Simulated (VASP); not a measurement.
## A VASP 6.6.1 single-point calculation on CdS

INCAR

```
ENCUT = 520
PREC = Accurate
EDIFF = 1E-7
NSW = 0
LASPH = .TRUE.
LREAL = .FALSE.
GGA = PE
NBANDS = 16
ISMEAR = -1
LWAVE = .FALSE.
LCHARG = .FALSE.
NELECT = 18.1
SIGMA = 0.02
ISIF = 2
NELM = 52
IBRION = -1
```

KPOINTS

```
KPOINTS created by Atomic Simulation Environment
0
Gamma
8 8 8
0 0 0
```

POSCAR

```
Cd S
 1.0000000000000000
     0.0000000000000000    2.8216462493000001    2.8216462493000001
     2.8216462493000001    0.0000000000000000    2.8216462493000001
     2.8216462493000001    2.8216462493000001    0.0000000000000000
 Cd  S
   1   1
Cartesian
  0.0000000000000000  0.0000000000000000  0.0000000000000000
  1.4108231246499998  1.4108231246499998  1.4108231246499998
```

The recommended PBE PAW datasets give the neutral cell 18 valence electrons.

Command

```
mpirun -np 1 vasp_std
```

Problem. Predict the outcome of this run.

Solution. It converged. Results: pressure 15.8 GPa.

OSZICAR

```
N       E                     dE             d eps       ncg     rms          rms(c)
DAV:   1     0.115311875082E+03    0.11531E+03   -0.93279E+03   936   0.105E+03
DAV:   2    -0.179968947288E+01   -0.11711E+03   -0.11100E+03  1136   0.265E+02
DAV:   3    -0.599431844600E+01   -0.41946E+01   -0.41867E+01  1200   0.522E+01
DAV:   4    -0.601839791234E+01   -0.24079E-01   -0.24078E-01  1112   0.393E+00
DAV:   5    -0.601868768650E+01   -0.28977E-03   -0.28977E-03  1200   0.410E-01    0.111E+01
DAV:   6    -0.546265102770E+01    0.55604E+00   -0.85710E-01  1376   0.124E+01    0.831E+00
DAV:   7    -0.543976349910E+01    0.22888E-01   -0.24788E-01  1232   0.345E+00    0.352E+00
DAV:   8    -0.543917824686E+01    0.58525E-03   -0.25986E-02  1096   0.216E+00    0.427E-01
DAV:   9    -0.543897814999E+01    0.20010E-03   -0.33825E-03  1136   0.947E-01    0.541E-02
DAV:  10    -0.543898271049E+01   -0.45605E-05   -0.28468E-04  1176   0.247E-01    0.467E-02
DAV:  11    -0.543902807473E+01   -0.45364E-04   -0.74970E-05  1064   0.741E-02    0.166E-02
DAV:  12    -0.543903048515E+01   -0.24104E-05   -0.10798E-05  1136   0.409E-02    0.103E-02
DAV:  13    -0.543903139518E+01   -0.91002E-06   -0.23631E-06  1088   0.180E-02    0.264E-03
DAV:  14    -0.543903130514E+01    0.90034E-07   -0.17523E-07  1088   0.576E-03
   1 F= -.54390313E+01 E0= -.54385006E+01  d E =-.106142E-02
```

Standard output (part)

```
POSCAR found type information on POSCAR CdS
 POSCAR found :  2 types and       2 ions
 LDA part: xc-table for (Slater+PW92), standard interpolation
 POSCAR, INCAR and KPOINTS ok, starting setup
 WAVECAR not read
 entering main loop
 the old and the new charge density differ
    0.111E+01
```

The cell is charged and sits in a uniform background.

For comparison, a separate PBE run of the intended cell, on usual settings and not on those above, gives a gap of 1.36 eV on its mesh and a pressure of 11.5 GPa.
